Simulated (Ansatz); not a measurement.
## SrF2: response to strain

Base system: SrF2 in the fluorite structure (space group Fm-3m, No. 225; a = 5.857 Å).

Strains are applied to the cell and any free atomic positions relax.

Computed with PBE, PAW, 420 eV (Ansatz, a program for electronic structure; spin-orbit coupling left out).

Notes on the quantities. energy relative to the base: free energy F.

```json
[
 {"isotropic strain (%)": "-4.59", "energy relative to the base (meV/atom)": "75.9"},
 {"isotropic strain (%)": "-2.58", "energy relative to the base (meV/atom)": "22.3"},
 {"isotropic strain (%)": "-1.03", "energy relative to the base (meV/atom)": "?"},
 {"isotropic strain (%)": "0", "energy relative to the base (meV/atom)": "0.0"},
 {"isotropic strain (%)": "4.51", "energy relative to the base (meV/atom)": "52.8"}
]
```

### Question
Fit ΔE = Aε² + Bε³ (ε in %) to the rows shown and predict the withheld row.

### Answer
Least squares on the printed values gives A = 3.09 and B = -0.11 meV/atom (largest residual 0.2 meV/atom); this predicts 3.4 meV/atom, and the run gives 3.3 meV/atom, in agreement.

Stability against distortions was not tested.
